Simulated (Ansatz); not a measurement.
# Ba (Im-3m) in Ansatz: notebook

One crystal, Ba, is run at these levels: PBE; tasks: relaxation of cell and atoms.

Program: Ansatz 0.2.0. These are calculated values, not measurements. Logs are shortened: lines on timing, memory, paths and dates and some standing lists are left out, and cuts for length are marked.

## 1. The structure

It takes space group Im-3m (No. 229, cubic). The conventional cell has a = 5.013 Å, b = 5.013 Å, c = 5.013 Å, α = 90.00°, β = 90.00°, γ = 90.00°. Ba (site symmetry m-3m) has 8 Ba at 4.34 Å as nearest neighbours.

## 2. Relaxation of cell and atoms, PBE

The input, input.yaml:

```yaml
crystal:
  lattice:
    - [-2.5065, 2.5065, 2.5065]
    - [2.5065, -2.5065, 2.5065]
    - [2.5065, 2.5065, -2.5065]
  atoms:
    - { symbol: Ba, position: [0.0, 0.0, 0.0] }
kpoints:
  mp_grid: { grid: [6, 6, 6] }
scf:
  occupations: { method: fermi_dirac, width: 0.05 }
hamiltonian:
  xc: pbe
  pseudopotentials: { kind: all_electron, lapw: { basis_error: 0.001 } }
output:
  forces: true
  stress: true
relax:
  f_tol: 0.005
  max_steps: 60
  cell: {}
```

Potentials or basis: all-electron LAPW, scalar-relativistic.

Command:

```console
> ansatz run input.yaml --threads 1 --pin off --max-ram 3072MiB --backend cpu --events-out ev --progress --plain --runs-dir out
```

Log:

```text
Warning: RAYON_NUM_THREADS=1 ignored (pool sized by the plan → 1); use --threads N
The last accepted step is kept in <dir> (removed where the run ends without a failure and the disk answers)
LAPW: plane waves up to 4.586 Å⁻¹, error target 1.0e-3 eV per atom; small_component_spin mean_spin; Ba in spheres of 2.106 Å, 20 of its electrons in bands, Dirac shells [] (how accurate: hamiltonian.pseudopotentials.lapw.basis_error, Limitations)
Engine: ansatz 0.2.0, aarch64-unknown-linux-gnu
Pseudopotentials: kind: all_electron
Pseudopotential: Ba, LAPW, valence charge 20, lapw/all_electron/scalar/gaussian/Ba, Koelling and Harmon's equation, gaussian nucleus
Functional definition: PBE
  parameter kappa = 0.804
  parameter beta = 0.06672455060314922
  exchange = pbe_x(kappa = kappa, mu = beta*pi^2/3)
  correlation = pbe_c(beta = beta)
Crystal: 1 atoms, lattice volume = 62.989 Å³
Basis set: ecut = 80.13180283140696 eV, 87 PW (Γ), exchange–correlation at level 2
Bands: 14, of which v1, the nominal top of the filled ones, is band 10 counted from 1 (9 counted from 0)
Symmetry: 48 space group operations
Space group: Im-3m (ITA 229), of the structure as read, at distance tolerance 4.0e-5 Å
k-points: 16 of 216
Non-local potential: Ba, projectors of the file, none
Initial density: superposition of atomic densities (chi_scale 0.1, normalization cell)
Initial wavefunctions: plane waves of lowest kinetic energy (no species holds an atomic orbital)
Functional: x = pbe(κ = 0.804, μ = 0.2195149727645171), c = pbe(β = 0.06672455060314922)
iter 1 solved again at ethr=2.44e-5 eV; its pass at ethr=1.00e-1 eV (dr2=4.89e-3 eV) is discarded
SCF iter   1: F=—  HF=-221372.274698 eV  |F-HF|=—  |Δ(HF+E_count)|=         —  Δρ=2.34e-3  dr2=4.87e-3  ethr=2.44e-5  ⟨swp⟩=6.1  Hψ=1753  notcnv=0
preconditioner: auto → Kerker (q_TF=auto, 2.253 Å⁻¹)  [metal: Δε(μ)=0.112 eV  Ē_g=2.782 eV  σ=0.050 eV  W_gap=0.45  n_scr=12 (ndim 8)  ℏωp=6.6 eV  f_vac=0.000  D(μ)=1.80/eV (n_scr^D=12)]
SCF iter   2: F=—  HF=-221372.278475 eV  |F-HF|=—  |Δ(HF+E_count)|=   3.78e-3  Δρ=1.79e-3  dr2=3.00e-3  ethr=2.43e-5  ⟨swp⟩=2.0  Hψ=741  notcnv=0
SCF iter   3: F=—  HF=-221372.281767 eV  |F-HF|=—  |Δ(HF+E_count)|=   3.29e-3  Δρ=7.34e-4  dr2=6.00e-4  ethr=1.50e-5  ⟨swp⟩=2.9  Hψ=759  notcnv=0
SCF iter   4: F=—  HF=-221372.282086 eV  |F-HF|=—  |Δ(HF+E_count)|=   3.19e-4  Δρ=2.31e-4  dr2=7.28e-5  ethr=3.00e-6  ⟨swp⟩=2.9  Hψ=758  notcnv=0
SCF iter   5: F=—  HF=-221372.282084 eV  |F-HF|=—  |Δ(HF+E_count)|=   2.65e-6  Δρ=8.01e-5  dr2=1.04e-5  ethr=3.64e-7  ⟨swp⟩=3.0  Hψ=763  notcnv=0
SCF iter   6: F=—  HF=-221372.282085 eV  |F-HF|=—  |Δ(HF+E_count)|=   7.77e-7  Δρ=4.06e-5  dr2=2.45e-6  ethr=5.21e-8  ⟨swp⟩=2.0  Hψ=741  notcnv=0
iter 7 solved again at ethr=2.35e-10 eV; its pass at ethr=1.23e-8 eV (dr2=4.71e-8 eV) is discarded
SCF iter   7: F=-221372.282085 eV  HF=-221372.282085 eV  |F-HF|=3.03e-8  |Δ(HF+E_count)|=   7.45e-7  Δρ=6.39e-6  dr2=4.69e-8  ethr=2.35e-10  ⟨swp⟩=2.2  Hψ=1199  notcnv=0
SCF 1 converged in 7 iterations: F = -221372.282085 eV  dr2 = 4.69e-8
relax step   1: F+E_penalty+E_count = -221372.28208524 eV  Δ(F+E_penalty+E_count) = +0.000e0 eV  max|allowed force component| = 0.000e0 eV/Å  Δτ_max = 0.0000 Å  P = +0.128 GPa  Ω = 62.989 Å³  (7 SCF iters, accepted)
Crystal: 1 atoms, lattice volume = 63.219 Å³
Basis set: ecut = 79.93745547138003 eV, 87 PW (Γ), exchange–correlation at level 2
Initial density: handed on by an earlier stage of this run
Initial wavefunctions: those handed on with the density
iter 1 solved again at ethr=3.43e-10 eV; its pass at ethr=1.00e-1 eV (dr2=6.87e-8 eV) is discarded
SCF iter   1: F=—  HF=-221372.282245 eV  |F-HF|=—  |Δ(HF+E_count)|=         —  Δρ=1.45e-5  dr2=1.69e-7  ethr=3.43e-10  ⟨swp⟩=8.8  Hψ=1606  notcnv=0
preconditioner: auto → Kerker (q_TF=auto, 2.252 Å⁻¹)  [metal: Δε(μ)=0.103 eV  Ē_g=2.781 eV  σ=0.050 eV  W_gap=0.39  n_scr=12 (ndim 8)  ℏωp=6.6 eV  f_vac=0.000  D(μ)=1.71/eV (n_scr^D=12)]
SCF iter   2: F=—  HF=-221372.282245 eV  |F-HF|=—  |Δ(HF+E_count)|=   4.04e-7  Δρ=1.14e-5  dr2=1.23e-7  ethr=3.43e-10  ⟨swp⟩=3.0  Hψ=765  notcnv=0
SCF iter   3: F=-221372.282245 eV  HF=-221372.282245 eV  |F-HF|=2.42e-8  |Δ(HF+E_count)|=   1.93e-7  Δρ=6.01e-6  dr2=4.51e-8  ethr=3.43e-10  ⟨swp⟩=2.9  Hψ=759  notcnv=0
SCF 2 converged in 3 iterations: F = -221372.282245 eV  dr2 = 4.51e-8
relax step   2: F+E_penalty+E_count = -221372.28224523 eV  Δ(F+E_penalty+E_count) = -1.600e-4 eV  max|allowed force component| = 0.000e0 eV/Å  Δτ_max = 0.0000 Å  P = +0.095 GPa  Ω = 63.219 Å³  (3 SCF iters, accepted)
Crystal: 1 atoms, lattice volume = 63.901 Å³
Basis set: ecut = 79.36703836318554 eV, 87 PW (Γ), exchange–correlation at level 2
iter 1 solved again at ethr=2.81e-9 eV; its pass at ethr=1.00e-1 eV (dr2=5.61e-7 eV) is discarded
SCF iter   1: F=—  HF=-221372.282446 eV  |F-HF|=—  |Δ(HF+E_count)|=         —  Δρ=4.00e-5  dr2=1.29e-6  ethr=2.81e-9  ⟨swp⟩=8.1  Hψ=1553  notcnv=0
preconditioner: auto → Kerker (q_TF=auto, 2.248 Å⁻¹)  [metal: Δε(μ)=0.118 eV  Ē_g=2.765 eV  σ=0.050 eV  W_gap=0.45  n_scr=12 (ndim 8)  ℏωp=6.6 eV  f_vac=0.000  D(μ)=1.68/eV (n_scr^D=12)]
SCF iter   2: F=—  HF=-221372.282448 eV  |F-HF|=—  |Δ(HF+E_count)|=   1.74e-6  Δρ=3.23e-5  dr2=1.01e-6  ethr=2.81e-9  ⟨swp⟩=3.0  Hψ=766  notcnv=0
SCF iter   3: F=—  HF=-221372.282449 eV  |F-HF|=—  |Δ(HF+E_count)|=   1.60e-6  Δρ=1.86e-5  dr2=4.39e-7  ethr=2.81e-9  ⟨swp⟩=2.7  Hψ=756  notcnv=0
SCF iter   4: F=—  HF=-221372.282450 eV  |F-HF|=—  |Δ(HF+E_count)|=   2.78e-7  Δρ=8.32e-6  dr2=1.15e-7  ethr=2.19e-9  ⟨swp⟩=2.0  Hψ=743  notcnv=0
SCF iter   5: F=-221372.282450 eV  HF=-221372.282450 eV  |F-HF|=4.95e-10  |Δ(HF+E_count)|=   1.45e-8  Δρ=3.04e-6  dr2=1.61e-8  ethr=5.75e-10  ⟨swp⟩=2.0  Hψ=743  notcnv=0
SCF 3 converged in 5 iterations: F = -221372.282450 eV  dr2 = 1.61e-8
relax step   3: F+E_penalty+E_count = -221372.28244952 eV  Δ(F+E_penalty+E_count) = -2.043e-4 eV  max|allowed force component| = 0.000e0 eV/Å  Δτ_max = 0.0000 Å  P = +0.001 GPa  Ω = 63.901 Å³  (5 SCF iters, accepted)
iter 1 solved again at ethr=1.83e-8 eV; its pass at ethr=1.00e-1 eV (dr2=3.65e-6 eV) is discarded
SCF iter   1: F=—  HF=-221372.282449 eV  |F-HF|=—  |Δ(HF+E_count)|=         —  Δρ=1.22e-6  dr2=1.90e-9  ethr=1.83e-8  ⟨swp⟩=8.8  Hψ=1581  notcnv=0
preconditioner: auto → Kerker (q_TF=auto, 2.248 Å⁻¹)  [metal: Δε(μ)=0.118 eV  Ē_g=2.766 eV  σ=0.050 eV  W_gap=0.45  n_scr=12 (ndim 8)  ℏωp=6.6 eV  f_vac=0.000  D(μ)=1.68/eV (n_scr^D=12)]
SCF iter   2: F=-221372.282450 eV  HF=-221372.282450 eV  |F-HF|=1.02e-9  |Δ(HF+E_count)|=   3.00e-7  Δρ=9.53e-7  dr2=1.24e-9  ethr=9.50e-12  ⟨swp⟩=3.8  Hψ=844  notcnv=0
SCF 4 converged in 2 iterations: F = -221372.282450 eV  dr2 = 1.24e-9
relax step   4: F+E_penalty+E_count = -221372.28244975 eV  Δ(F+E_penalty+E_count) = -2.266e-7 eV  max|allowed force component| = 0.000e0 eV/Å  Δτ_max = 0.0000 Å  P = +0.001 GPa  Ω = 63.901 Å³  stress off target by 1.12e-3 GPa  SCF on the basis re-selected at this cell (its energy is not comparable with the rows above)  (2 SCF iters)
basis re-selected at this cell: Δ(F+E_penalty+E_count) = -2.266e-7 eV, ΔP = +0.000 GPa vs the last step (what re-selecting the basis moved, after the strain that the cell walked since its last selection, with what the two solves' SCF thresholds leave and, on support functions, any second-order correction that the steps lacked; it is no measure of the basis error at this ecutwfc). This SCF's stress stands 1.12e-3 GPa from its target on what of the cell is left free (relax.cell.stress_tol is 5.00e-2 GPa) and its largest allowed force component is 0.00e0 eV/Å (relax.f_tol is 5.00e-3 eV/Å): within both
SCF converged after 2 iterations
Free energy (F): -221372.282450 eV
Harris-Foulkes:  -221372.282450 eV  (|F-HF|=1.02e-9)
Internal energy: -221372.268679 eV  (E = F + TS)
E sigma→0 (E₀):  -221372.275564 eV
Entropy (-TS):   -0.013771 eV (-13.771 meV/atom)
Fermi energy:    7.567538 eV
--- Per-component energies (eV) ---
  E_band       = -840.332913
  E_kinetic    = 235876.889572
  E_xc         = -5392.440851
  E_electrostatic = -451856.717401  (all electrons and nuclei)
  E_smearing   = -0.013771  (= −TS)
  E_closure    = 0.000000  (closes the sum)
  E_atoms      = -221370.400070  (free atoms, spherical and without spin; not in F)
  Σ components = -221372.282450   (vs F -221372.282450, Δ=0.00e0)
  Basis errors (estimates in eV, not in F): energy 3.5e-4 per atom: plane waves 3.3e-4 (1.8e-4 summed), levels above the bands 3.1e-21, relativity 1.1e-8, radial functions 2.3e-5, core shells 6.8e-7; eigenvalues (radial functions only) 6.6e-7; not estimated: angular momenta, meshes, grids; target (lapw.basis_error) 1.0e-3; muffin-tin radii Ba 2.116 Å
--- Forces (eV/Å), atoms counted from 1 ---
  atom   1  Ba     0.00000000     0.00000000    -0.00000000
  max |Σ_I F_I| component: 5.24e-32 eV/Å
--- Stress (GPa, compression-positive) ---
        0.001117      -0.000000      -0.000000
       -0.000000       0.001117      -0.000000
       -0.000000      -0.000000       0.001117
  P = ⅓ Tr σ = 0.0011 GPa (0.011 kbar)
--- Relaxed structure (3 steps of the walk, 3 accepted, 1 SCFs on fresh bases) ---
  F+E_penalty+E_count = -221372.28244975 eV   max|allowed force component| = 0.000e0 eV/Å   (the final SCF, on the basis selected at the relaxed cell)
  cell:  # Å, volume = 63.9014 Å³
    - [-2.5185471081121236, 2.5185471081121236, 2.5185471081121236]
    - [2.5185471081121236, -2.5185471081121236, 2.5185471081121236]
    - [2.5185471081121236, 2.5185471081121236, -2.5185471081121236]
  atoms:
    - { symbol: Ba, position: [0.0, 0.0, 0.0] }
```

Run time: 3.2 s. Hardware: 1 thread of Arm Neoverse V1, shared host; peak memory 0.21 GiB.

What came out:

```
Free energy                            : -221372.2824 eV
Relaxed volume                         : 63.90 Å³/atom
Relaxed cell                           : a = 4.362 Å, b = 4.362 Å, c = 4.362 Å, α = 109.47°, β = 109.47°, γ = 109.47°
Space group after relaxing (to 0.05 Å) : Im-3m (No. 229)
Energy gained by relaxing              : 0.4 meV/atom
Ionic steps                            : 4
Pressure after relaxing                : 0.0 GPa
```

The path:
| step | energy change (eV) | largest force (eV/Å) | volume (Å³) |
| --- | --- | --- | --- |
| 1 | 0.0000 | 0.0000 | 62.99 |
| 2 | -0.0002 | 0.0000 | 63.22 |
| 3 | -0.0004 | 0.0000 | 63.90 |
| 4 | -0.0004 | 0.0000 | 63.90 |

Final structure:
```
Ba
1.0
    -2.51855    2.51855    2.51855
     2.51855   -2.51855    2.51855
     2.51855    2.51855   -2.51855
Ba
1
Direct
  0.00000 0.00000 0.00000
```

Caveat: the k mesh is thin for a metal, which can move the energy by tens of meV per atom. The run has no spin-orbit coupling, so splittings on Ba are missing.

## 3. Relaxation of cell and atoms, PBE, spin-orbit coupling, no magnetisation

input.yaml: that of step 2 with these lines changed.

```diff
@@ -14,2 +14,5 @@
   pseudopotentials: { kind: all_electron, lapw: { basis_error: 0.001 } }
+magnetization:
+  noncollinear: true
+  spin_orbit: true
 output:
```

Potentials or basis: all-electron LAPW, relativistic spinors.

Command:

```console
> ansatz run input.yaml --threads 1 --pin off --max-ram 3072MiB --backend cpu --events-out ev --progress --plain --runs-dir out
```

It took 22 s on 1 thread of Arm Neoverse V1, shared host; peak memory 0.28 GiB.

The run converged. Its results:

```yaml
Free_energy: -221474.9897 eV
Relaxed_volume: 63.85 Å³/atom
Relaxed_cell: a = 4.361 Å, b = 4.361 Å, c = 4.361 Å, α = 109.47°, β = 109.47°, γ = 109.47°
Space_group_after_relaxing_to_0.05_Å: Im-3m (No. 229)
Energy_gained_by_relaxing: 0.3 meV/atom
Ionic_steps: 4
Pressure_after_relaxing: 0.0 GPa
```

Step by step:
```
step  energy change (eV)  largest force (eV/Å)  volume (Å³)
   1              0.0000                0.0000        62.99
   2             -0.0001                0.0000        63.21
   3             -0.0003                0.0000        63.85
   4             -0.0003                0.0000        63.85
```

Final structure:
```xyz
1
Lattice="-2.5179 2.5179 2.5179 2.5179 -2.5179 2.5179 2.5179 2.5179 -2.5179" Properties=species:S:1:pos:R:3 pbc="T T T"
Ba    0.0000    0.0000    0.0000
```

Caveat: the k mesh is thin for a metal, which can move the energy by tens of meV per atom. Zero-point motion and thermal expansion aren't in these numbers.
